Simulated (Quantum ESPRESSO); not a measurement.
# Bi (R-3m) in Quantum ESPRESSO: settings compared

One crystal, Bi, is run at these levels: PBEsol+rVV10, PBEsol+D4; tasks: relaxation of cell and atoms.

All numbers are computed with Quantum ESPRESSO 7.5; they aren't measurements. Logs are shortened: lines on timing, memory, paths and dates and some standing lists are left out, and cuts for length are marked.

**1. Starting point**

The structure is trigonal, space group R-3m (No. 166). Conventional cell: a = 4.535 Å, b = 4.535 Å, c = 11.814 Å, α = 90.00°, β = 90.00°, γ = 120.00°. Bi (site symmetry 3m) is surrounded by 6 Bi at 3.06 to 3.52 Å.

**2. Relaxation of cell and atoms, PBEsol+rVV10**

The input, run.py:

```python
import numpy as np
from ase.calculators.espresso import Espresso, EspressoProfile
import spglib
from ase import Atoms
from ase.io import read

atoms = read('Bi.cif')
cell, pos, num = spglib.standardize_cell((atoms.cell[:], atoms.get_scaled_positions(), atoms.numbers), to_primitive=True, symprec=1e-4)
atoms = Atoms(numbers=num, cell=cell, scaled_positions=pos, pbc=True)

input_data = {
    'control': {'calculation': 'scf', 'prefix': 'pwscf', 'outdir': './tmp', 'tprnfor': True, 'tstress': True, 'disk_io': 'low'},
    'system': {'ecutwfc': 66.0, 'nbnd': 22, 'input_dft': 'sla+pw+psx+psc+vv10', 'occupations': 'smearing', 'smearing': 'fd', 'degauss': 0.00367493},
    'electrons': {'conv_thr': 4e-10, 'electron_maxstep': 120, 'mixing_beta': 0.5},
}
pseudopotentials = {'Bi': 'Bi.upf'}
profile = EspressoProfile(command='mpirun -n 2 pw.x -nk 2', pseudo_dir='pseudo')
dft = Espresso(profile=profile, input_data=input_data, pseudopotentials=pseudopotentials, kpts=(6, 6, 6), koffset=(0, 0, 0))
atoms.calc = dft

from ase.optimize import LBFGS
from ase.filters import FrechetCellFilter
done = LBFGS(FrechetCellFilter(atoms), trajectory='opt.traj').run(fmax=0.02, steps=30)
print('converged', done)
print('cell (A)', np.round(atoms.cell.cellpar(), 5))
print(f'energy {atoms.get_potential_energy():.8f} eV')
print('forces (eV/A)')
print(np.round(atoms.get_forces(), 6))
print('stress (eV/A^3, Voigt)')
print(np.round(atoms.get_stress(), 8))
print(f'Fermi level {dft.get_fermi_level():.4f} eV')
```

The input, Bi.cif:

```cif
data_Bi
_cell_length_a 4.53500000
_cell_length_b 4.53500000
_cell_length_c 11.81400000
_cell_angle_alpha 90.00000000
_cell_angle_beta 90.00000000
_cell_angle_gamma 120.00000000
_space_group_name_H-M_alt 'R-3m'
_space_group_name_Hall '-R 3 2"'
_space_group_IT_number 166
loop_
_space_group_symop_operation_xyz
'x,y,z'
'-x,-y,-z'
'-y,x-y,z'
'y,-x+y,-z'
'-x+y,-x,z'
'x-y,x,-z'
'y,x,-z'
'-y,-x,z'
'x-y,-y,-z'
'-x+y,y,z'
'-x,-x+y,-z'
'x,x-y,z'
'x+2/3,y+1/3,z+1/3'
'-x+2/3,-y+1/3,-z+1/3'
'-y+2/3,x-y+1/3,z+1/3'
'y+2/3,-x+y+1/3,-z+1/3'
'-x+y+2/3,-x+1/3,z+1/3'
'x-y+2/3,x+1/3,-z+1/3'
'y+2/3,x+1/3,-z+1/3'
'-y+2/3,-x+1/3,z+1/3'
'x-y+2/3,-y+1/3,-z+1/3'
'-x+y+2/3,y+1/3,z+1/3'
'-x+2/3,-x+y+1/3,-z+1/3'
'x+2/3,x-y+1/3,z+1/3'
'x+1/3,y+2/3,z+2/3'
'-x+1/3,-y+2/3,-z+2/3'
'-y+1/3,x-y+2/3,z+2/3'
'y+1/3,-x+y+2/3,-z+2/3'
'-x+y+1/3,-x+2/3,z+2/3'
'x-y+1/3,x+2/3,-z+2/3'
'y+1/3,x+2/3,-z+2/3'
'-y+1/3,-x+2/3,z+2/3'
'x-y+1/3,-y+2/3,-z+2/3'
'-x+y+1/3,y+2/3,z+2/3'
'-x+1/3,-x+y+2/3,-z+2/3'
'x+1/3,x-y+2/3,z+2/3'
loop_
_atom_site_label
_atom_site_type_symbol
_atom_site_symmetry_multiplicity
_atom_site_Wyckoff_symbol
_atom_site_fract_x
_atom_site_fract_y
_atom_site_fract_z
_atom_site_occupancy
Bi1 Bi 6 c 0.0000000000 0.0000000000 0.7660000000 1
```

Potentials or basis: PseudoDojo 0.4.1 SR PBEsol standard.

Started as:

```
$ OMP_NUM_THREADS=1 python run.py
```

Log:

```text
Step          Energy          fmax
LBFGS:    0    -4454.896301        0.479192
LBFGS:    1    -4454.905146        0.387234
LBFGS:    2    -4454.921059        0.225925
LBFGS:    3    -4454.922507        0.195227
LBFGS:    4    -4454.927431        0.045053
LBFGS:    5    -4454.927527        0.051019
LBFGS:    6    -4454.927660        0.051415
LBFGS:    7    -4454.927859        0.041315
LBFGS:    8    -4454.928022        0.022939
LBFGS:    9    -4454.928081        0.008313
converged True
cell (A) [ 4.60686  4.60686  4.60686 58.13656 58.13656 58.13656]
energy -4454.92808060 eV
forces (eV/A)
[[-0.       -0.        0.008584]
 [ 0.        0.       -0.008584]]
stress (eV/A^3, Voigt)
[ 0.00015976  0.00015976  0.00012028 -0.         -0.          0.        ]
Fermi level 10.5561 eV
```

espresso.pwi:

```text
&CONTROL
   calculation      = 'scf'
   tstress          = .true.
   tprnfor          = .true.
   outdir           = './tmp'
   prefix           = 'pwscf'
   disk_io          = 'low'
   pseudo_dir       = 'pseudo'
/
&SYSTEM
   nbnd             = 22
   ecutwfc          = 66.0
   occupations      = 'smearing'
   degauss          = 0.00367493
   smearing         = 'fd'
   input_dft        = 'sla+pw+psx+psc+vv10'
   ntyp             = 1
   nat              = 2
   ibrav            = 0
/
&ELECTRONS
   electron_maxstep = 120
   conv_thr         = 4e-10
   mixing_beta      = 0.5
/
&IONS
/
&CELL
/
&FCP
/
&RISM
/
ATOMIC_SPECIES
Bi 208.9804 Bi.upf

K_POINTS automatic
6 6 6  0 0 0

CELL_PARAMETERS angstrom
2.23825210419208 1.29225545486954 3.81359423436405
-2.23825210419208 1.29225545486954 3.81359423436405
0.00000000000000 -2.58451090973907 3.81359423436401

ATOMIC_POSITIONS angstrom
Bi -0.0000000000 -0.0000000000 8.7236977112  
Bi -0.0000000000 -0.0000000000 2.7170849919
```

espresso.pwo:

```text
This program is part of the open-source Quantum ESPRESSO suite
     for quantum simulation of materials; please cite
         "P. Giannozzi et al., J. Phys.:Condens. Matter 21 395502 (2009);
         "P. Giannozzi et al., J. Phys.:Condens. Matter 29 465901 (2017);
         "P. Giannozzi et al., J. Chem. Phys. 152 154105 (2020);
     in publications or presentations arising from this work. More details at

Warning: card &CELL ignored
Warning: card &FCP ignored
Warning: card &RISM ignored

     IMPORTANT: XC functional enforced from input :
     Exchange-correlation= SLA+PW+PSX+PSC+VV10
                           (   1   4  10   8  26   0   0)
     Any further DFT definition will be discarded
     Please, verify this is what you really want

     Message from routine setup:
[... 7 lines left out ...]
     --------------------
     sticks:   dense  smooth     PW     G-vecs:    dense   smooth      PW
     Sum        1351    1351    399                32365    32365    5229

     Using Slab Decomposition

     bravais-lattice index     =            0
     lattice parameter (alat)  =       8.7057  a.u.
     unit-cell volume          =     446.6216 (a.u.)^3
     number of atoms/cell      =            2
     number of atomic types    =            1
     number of electrons       =        30.00
     number of Kohn-Sham states=           22
     kinetic-energy cutoff     =      66.0000  Ry
     charge density cutoff     =     264.0000  Ry
     scf convergence threshold =      4.0E-10
     mixing beta               =       0.5000
     number of iterations used =            8  plain     mixing
     Exchange-correlation= SLA+PW+PSX+PSC+VV10
                           (   1   4  10   8  26   0   0)

     celldm(1)=   8.705712  celldm(2)=   0.000000  celldm(3)=   0.000000
     celldm(4)=   0.000000  celldm(5)=   0.000000  celldm(6)=   0.000000

     crystal axes: (cart. coord. in units of alat)
               a(1) = (   0.485852   0.280507   0.827807 )
               a(2) = (  -0.485852   0.280507   0.827807 )
[... 75 lines left out ...]
               0.00161396  0.00249058  0.00375900  0.00559430
               0.00824984  0.01209221  0.01765183  0.02569619
               0.03733578  0.05417739  0.07854596  0.11380545
               0.16482331  0.23864234  0.34545298  0.50000000

Gradients computed in Reciprocal space

     Starting wfcs are   18 randomized atomic wfcs +    4 random wfcs

     Self-consistent Calculation

     iteration #  1     ecut=    66.00 Ry     beta= 0.50
     Davidson diagonalization with overlap
     ethr =  1.00E-02,  avg # of iterations =  5.8

     Threshold (ethr) on eigenvalues was too large:
     Diagonalizing with lowered threshold

     Davidson diagonalization with overlap
     ethr =  1.93E-05,  avg # of iterations =  9.3

     total energy              =    -327.43093096 Ry
     estimated scf accuracy    <       0.00599781 Ry
[... 43 lines left out ...]
     iteration #  8     ecut=    66.00 Ry     beta= 0.50
     Davidson diagonalization with overlap
     ethr =  3.27E-12,  avg # of iterations =  2.0

     End of self-consistent calculation

          k = 0.0000 0.0000 0.0000 (  4021 PWs)   bands (ev):

   -12.3480 -12.3480 -12.1703 -12.1703 -12.1596 -11.9523 -11.9438 -11.9438
   -11.8031 -11.8031  -2.8808   3.3579   9.0218   9.2731   9.2731  13.4451
    13.7477  13.7477  16.0079  16.1534  16.1534  16.7570
[... 111 lines left out ...]
   -12.2909 -12.1890 -12.1490 -12.1025 -12.0823 -12.0177 -12.0014 -11.9839
   -11.9638 -11.8627  -1.3093   0.9840   6.8836   7.4616   9.5391  12.0772
    14.3156  14.6546  15.8475  18.6425  19.1625  19.7161

          k =-0.1715 0.6932 0.0671 (  4044 PWs)   bands (ev):

   -12.2592 -12.1925 -12.1258 -12.1063 -12.0519 -12.0440 -12.0106 -11.9864
   -11.9673 -11.8987  -0.4504   0.1286   6.6384   6.7143  10.2542  11.0770
    15.1811  15.2375  16.3431  16.6326  20.5913  20.7989

          k =-0.1715 0.4951 0.1342 (  4050 PWs)   bands (ev):

   -12.2946 -12.1537 -12.1365 -12.0946 -12.0715 -12.0445 -12.0227 -12.0058
   -11.9613 -11.8575  -1.1705   0.8665   6.9205   7.4599   9.2747  11.9985
    14.0494  14.5319  15.8435  18.9611  19.1291  19.8621

          k = 0.6861 0.3961-0.3356 (  4043 PWs)   bands (ev):
[... 55 lines left out ...]
   -12.2110 -12.2110 -12.1137 -12.1137 -12.0971 -12.0113 -11.9900 -11.9900
   -11.9546 -11.9546  -1.3076   0.2771   9.7209  10.0246  10.0246  11.0127
    11.0127  11.1024  17.9648  19.6291  19.8352  19.8352

     the Fermi energy is    10.5561 ev

!    total energy              =    -327.43120325 Ry
     estimated scf accuracy    <          1.3E-10 Ry
     smearing contrib. (-TS)   =      -0.00025560 Ry
     internal energy E=F+TS    =    -327.43094765 Ry

     The total energy is F=E-TS. E is the sum of the following terms:
     one-electron contribution =     -99.79334183 Ry
     hartree contribution      =      67.77963729 Ry
     xc contribution           =     -85.61495885 Ry
     ewald contribution        =    -209.80228427 Ry

     convergence has been achieved in   8 iterations

     Forces acting on atoms (cartesian axes, Ry/au):

     atom    1 type  1   force =    -0.00000000   -0.00000000    0.00033388
     atom    2 type  1   force =     0.00000000    0.00000000   -0.00033388

     Total force =     0.000472     Total SCF correction =     0.000047
     SCF correction compared to forces is large: reduce conv_thr to get better values

     Computing stress (Cartesian axis) and pressure

          total   stress  (Ry/bohr**3)                   (kbar)     P=       -0.23
  -0.00000174  -0.00000000   0.00000000           -0.26       -0.00        0.00
  -0.00000000  -0.00000174   0.00000000           -0.00       -0.26        0.00
  -0.00000000   0.00000000  -0.00000131           -0.00        0.00       -0.19

=------------------------------------------------------------------------------=
   JOB DONE.
=------------------------------------------------------------------------------=
```

It took 4 min on 2 MPI ranks of Arm Neoverse V2, shared host; peak memory 0.32 GiB.

Results:

* Free energy: -4454.9285 eV
* Relaxed volume: 33.09 Å³/atom
* Relaxed cell: a = 4.607 Å, b = 4.607 Å, c = 4.607 Å, α = 58.14°, β = 58.14°, γ = 58.14°
* Space group after relaxing (to 0.05 Å): R-3m (No. 166)
* Energy gained by relaxing: 15.9 meV/atom
* Ionic steps: 10
* Pressure after relaxing: 0.0 GPa
* Largest force after relaxing: 0.009 eV/Å
* Band gap on the k mesh: none (metal or under the smearing width)

Forces on the atoms (eV/Å):
```
Bi   0.000  0.000  0.009
Bi   0.000  0.000 -0.009
```

Step by step:
| step | energy change (eV) | largest force (eV/Å) | pressure (GPa) | volume (Å³) |
| --- | --- | --- | --- | --- |
| 1 | 0.0000 | 0.0939 | -2.19 | 70.14 |
| 2 | -0.0088 | 0.1270 | -1.73 | 69.42 |
| 3 | -0.0248 | 0.2300 | 0.28 | 66.60 |
| 4 | -0.0262 | 0.1988 | 0.21 | 66.60 |
| 5 | -0.0311 | 0.0057 | 0.04 | 66.22 |
| 6 | -0.0312 | 0.0093 | 0.00 | 66.23 |
| 7 | -0.0314 | 0.0224 | -0.04 | 66.23 |
| 8 | -0.0316 | 0.0305 | -0.07 | 66.22 |
| 9 | -0.0317 | 0.0237 | -0.06 | 66.20 |
| 10 | -0.0318 | 0.0086 | -0.02 | 66.18 |

Final structure:
```
Bi
1.0
     2.23825    1.29226    3.81359
    -2.23825    1.29226    3.81359
     0.00000   -2.58451    3.81359
Bi
2
Direct
  0.76251 0.76251 0.76251
  0.23749 0.23749 0.23749
```

Levels at points of the mesh, in eV from the Fermi level:
| k point | band 13 | band 14 | band 15 | band 16 | band 17 | band 18 |
| --- | --- | --- | --- | --- | --- | --- |
| (0.00, 0.00, 0.00) | -1.53 | -1.28 | -1.28 | 2.89 | 3.19 | 3.19 |
| (0.00, 0.00, -0.50) | -1.11 | -1.01 | -0.31 | -0.24 | 0.32 | 0.72 |
| (0.00, -0.50, -0.50) | -5.13 | -3.28 | -3.15 | 2.28 | 5.32 | 5.60 |
| (-0.50, -0.50, -0.50) | -0.84 | -0.53 | -0.53 | 0.46 | 0.46 | 0.55 |

Caveat: rVV10's parameter b was fitted to another functional; spin-orbit coupling is left out, which moves the levels of the heavy elements; pairwise dispersion overbinds metals, which lowers pressure and volume.

**3. Relaxation of cell and atoms, PBEsol+D4**

run.py, as its differences from that of step 2:

```diff
@@ -12,3 +12,3 @@
     'control': {'calculation': 'scf', 'prefix': 'pwscf', 'outdir': './tmp', 'tprnfor': True, 'tstress': True, 'disk_io': 'low'},
-    'system': {'ecutwfc': 66.0, 'nbnd': 22, 'input_dft': 'sla+pw+psx+psc+vv10', 'occupations': 'smearing', 'smearing': 'fd', 'degauss': 0.00367493},
+    'system': {'ecutwfc': 66.0, 'nbnd': 22, 'occupations': 'smearing', 'smearing': 'fd', 'degauss': 0.00367493},
     'electrons': {'conv_thr': 4e-10, 'electron_maxstep': 120, 'mixing_beta': 0.5},
@@ -18,7 +18,10 @@
 dft = Espresso(profile=profile, input_data=input_data, pseudopotentials=pseudopotentials, kpts=(6, 6, 6), koffset=(0, 0, 0))
-atoms.calc = dft
+from ase.calculators.mixing import SumCalculator
+from dftd4.ase import DFTD4
+d4 = DFTD4(method='pbesol')
+atoms.calc = SumCalculator([dft, d4])
 
-from ase.optimize import LBFGS
+from ase.optimize import BFGS
 from ase.filters import FrechetCellFilter
-done = LBFGS(FrechetCellFilter(atoms), trajectory='opt.traj').run(fmax=0.02, steps=30)
+done = BFGS(FrechetCellFilter(atoms), trajectory='opt.traj').run(fmax=0.02, steps=30)
 print('converged', done)
@@ -31 +34,3 @@
 print(f'Fermi level {dft.get_fermi_level():.4f} eV')
+print(f'D4 part {d4.get_potential_energy(atoms):.8f} eV')
+atoms.write('final.traj')
```

Bi.cif is that of step 2.

Potentials or basis: PseudoDojo 0.4.1 SR PBEsol standard.

Started as:

```
$ OMP_NUM_THREADS=1 python run.py
```

Log:

```text
Step          Energy          fmax
BFGS:    0    -4459.350608        0.337988
BFGS:    1    -4459.354838        0.262231
BFGS:    2    -4459.362580        0.158451
BFGS:    3    -4459.363278        0.138617
BFGS:    4    -4459.365690        0.036346
BFGS:    5    -4459.365736        0.038742
BFGS:    6    -4459.365842        0.037099
BFGS:    7    -4459.365943        0.026404
BFGS:    8    -4459.366009        0.012694
converged True
cell (A) [ 4.64346  4.64346  4.64346 57.81539 57.81539 57.81539]
energy -4459.36600911 eV
forces (eV/A)
[[ 0.       -0.        0.012975]
 [-0.        0.       -0.012975]]
stress (eV/A^3, Voigt)
[ 0.00014929  0.00014929  0.00028248 -0.         -0.         -0.        ]
Fermi level 10.3576 eV
D4 part -0.59175736 eV
```

espresso.pwi:

```text
&CONTROL
   calculation      = 'scf'
   tstress          = .true.
   tprnfor          = .true.
   outdir           = './tmp'
   prefix           = 'pwscf'
   disk_io          = 'low'
   pseudo_dir       = 'pseudo'
/
&SYSTEM
   nbnd             = 22
   ecutwfc          = 66.0
   occupations      = 'smearing'
   degauss          = 0.00367493
   smearing         = 'fd'
   ntyp             = 1
   nat              = 2
   ibrav            = 0
/
&ELECTRONS
   electron_maxstep = 120
   conv_thr         = 4e-10
   mixing_beta      = 0.5
/
&IONS
/
&CELL
/
&FCP
/
&RISM
/
ATOMIC_SPECIES
Bi 208.9804 Bi.upf

K_POINTS automatic
6 6 6  0 0 0

CELL_PARAMETERS angstrom
2.24464587986504 1.29594690297546 3.85276043776014
-2.24464587986504 1.29594690297546 3.85276043776014
-0.00000000000000 -2.59189380595093 3.85276043776009

ATOMIC_POSITIONS angstrom
Bi -0.0000000000 -0.0000000000 8.8238149487  
Bi -0.0000000000 -0.0000000000 2.7344663646
```

espresso.pwo:

```text
This program is part of the open-source Quantum ESPRESSO suite
     for quantum simulation of materials; please cite
         "P. Giannozzi et al., J. Phys.:Condens. Matter 21 395502 (2009);
         "P. Giannozzi et al., J. Phys.:Condens. Matter 29 465901 (2017);
         "P. Giannozzi et al., J. Chem. Phys. 152 154105 (2020);
[... 395 lines left out ...]
   0.00000000   0.00008989  -0.00000000            0.00       13.22       -0.00
  -0.00000000  -0.00000000   0.00008831           -0.00       -0.00       12.99

=------------------------------------------------------------------------------=
   JOB DONE.
=------------------------------------------------------------------------------=
```

Wall time 3.2 min (2 MPI ranks of Arm Neoverse V2, shared host); peak memory 0.2 GiB.

Results:

| Property | Result |
| --- | --- |
| Free energy | -4459.3664 eV |
| Relaxed volume | 33.62 Å³/atom |
| Relaxed cell | a = 4.643 Å, b = 4.643 Å, c = 4.643 Å, α = 57.82°, β = 57.82°, γ = 57.82° |
| Space group after relaxing (to 0.05 Å) | R-3m (No. 166) |
| Energy gained by relaxing | 7.7 meV/atom |
| Ionic steps | 9 |
| Pressure after relaxing | 0.0 GPa |
| Largest force after relaxing | 0.013 eV/Å |
| Band gap on the k mesh | none (metal or under the smearing width) |
| Dispersion energy per atom | -0.296 eV |

Forces in eV/Å, atoms in the order of the input:
```
Bi   0.000  0.000  0.013
Bi   0.000  0.000 -0.013
```

The path:
```csv
step,energy change (eV),largest force (eV/Å),pressure (GPa),volume (Å³)
1,0.0000,0.0643,-1.52,70.14
2,-0.0042,0.0874,-1.20,69.64
3,-0.0120,0.1603,0.16,67.64
4,-0.0127,0.1403,0.14,67.59
5,-0.0151,0.0016,0.01,67.30
6,-0.0151,0.0061,-0.01,67.30
7,-0.0152,0.0185,-0.04,67.29
8,-0.0153,0.0216,-0.05,67.27
9,-0.0154,0.0130,-0.03,67.24
```

Final structure:
```yaml
crystal:
  lattice:
    - [2.24465, 1.29595, 3.85276]
    - [-2.24465, 1.29595, 3.85276]
    - [0.00000, -2.59189, 3.85276]
  atoms:
    - { symbol: Bi, position: [0.76342, 0.76342, 0.76342] }
    - { symbol: Bi, position: [0.23658, 0.23658, 0.23658] }
```

Levels at points of the mesh, in eV from the Fermi level:
```tsv
k point	band 11	band 12	band 13	band 14	band 15	band 16	band 17	band 18	band 19	band 20
(0.00, 0.00, 0.00)	-13.34	-7.29	-1.52	-1.24	-1.24	2.82	3.15	3.15	5.55	5.72
(0.00, 0.00, -0.50)	-11.25	-10.69	-1.16	-1.03	-0.26	-0.22	0.39	0.83	7.81	8.65
(0.00, -0.50, -0.50)	-11.36	-9.41	-4.98	-3.19	-3.05	2.39	5.23	5.57	7.22	9.85
(-0.50, -0.50, -0.50)	-11.87	-10.18	-0.82	-0.52	-0.52	0.55	0.55	0.64	7.37	9.15
```

Caveat: spin-orbit coupling is left out, which moves the levels of the heavy elements; pairwise dispersion overbinds metals, which lowers pressure and volume.
